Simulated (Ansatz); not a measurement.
# Relaxation path: P (beta tin type)

DFT, PBE, PAW with Ansatz's default frozen-core files, scalar-relativistic (Ansatz 0.2.0); a Γ-centred 17×17×17 k mesh, Fermi–Dirac smearing of 0.05 eV, no spin polarisation. The run relaxes cell and atoms at a target pressure of 2.2 GPa.

Command: `ansatz run input.yaml --threads 2 --pin off --max-ram 5120MiB --backend cpu --events-out ev --progress --plain --runs-dir out` It took 16 s on 2 threads of Intel(R) Xeon(R) 6975P-C (Granite Rapids), on a shared host, peak memory 0.47 GiB.

PAW: frozen-core files, cutoff 420 eV; forces are relaxed below 0.005 eV/Å.

Each step lists its enthalpy F + pV a cell above the last geometry, the pressure, the cell vectors (Å), and Cartesian positions (Å) with forces (eV/Å).

The first step:

```
step 1  dH = 31.66 meV  P = 4.04 GPa
  cell -2.3636 2.3636 1.3000  2.3636 -2.3636 1.3000  2.3636 2.3636 -1.3000
  P 0.0000 -1.1818 -0.3250   0.0000 0.0000 0.0000
  P 0.0000 1.1818 0.3250   0.0000 0.0000 0.0000
```

Q: Where does the relaxation end, and by which steps?

A: After 7 geometries, with conventional a, b, c = 4.846, 4.846, 2.504 Å, at 14.702 Å³/atom (+1.22 % against the start) in space group I4_1/amd, with a shortest distance of 2.503 Å. The further steps:
```
step 2  dH = 22.51 meV  P = 2.90 GPa
  cell -2.3807 2.3807 1.2938  2.3807 -2.3807 1.2938  2.3807 2.3807 -1.2938
  P 0.0000 -1.1904 -0.3234   0.0000 0.0000 0.0000
  P 0.0000 1.1904 0.3234   0.0000 0.0000 0.0000
step 3  dH = 7.26 meV  P = 2.25 GPa
  cell -2.4466 2.4466 1.2298  2.4466 -2.4466 1.2298  2.4466 2.4466 -1.2298
  P 0.0000 -1.2233 -0.3075   0.0000 0.0000 0.0000
  P 0.0000 1.2233 0.3075   0.0000 0.0000 0.0000
step 4  dH = 1.63 meV  P = 1.17 GPa
  cell -2.4250 2.4250 1.2624  2.4250 -2.4250 1.2624  2.4250 2.4250 -1.2624
  P 0.0000 -1.2125 -0.3156   0.0000 0.0000 0.0000
  P 0.0000 1.2125 0.3156   0.0000 0.0000 0.0000
step 5  dH = 0.38 meV  P = 2.75 GPa
  cell -2.4218 2.4218 1.2471  2.4218 -2.4218 1.2471  2.4218 2.4218 -1.2471
  P 0.0000 -1.2109 -0.3118   0.0000 0.0000 0.0000
  P 0.0000 1.2109 0.3118   0.0000 0.0000 0.0000
step 6  dH = 0.00 meV  P = 2.18 GPa
  cell -2.4229 2.4229 1.2524  2.4229 -2.4229 1.2524  2.4229 2.4229 -1.2524
  P 0.0000 -1.2115 -0.3131   0.0000 0.0000 0.0000
  P 0.0000 1.2115 0.3131   0.0000 0.0000 0.0000
step 7  dH = 0.00 meV  P = 2.20 GPa
  cell -2.4230 2.4230 1.2521  2.4230 -2.4230 1.2521  2.4230 2.4230 -1.2521
  P 0.0000 -1.2115 -0.3130   0.0000 0.0000 0.0000
  P 0.0000 1.2115 0.3130   0.0000 0.0000 0.0000
step 8  dH = -0.23 meV  P = 2.21 GPa  (same geometry on a basis chosen anew; earlier energies don't compare to the last digit)
  cell -2.4230 2.4230 1.2521  2.4230 -2.4230 1.2521  2.4230 2.4230 -1.2521
  P 0.0000 -1.2115 -0.3130   0.0000 0.0000 0.0000
  P 0.0000 1.2115 0.3130   0.0000 0.0000 0.0000
```
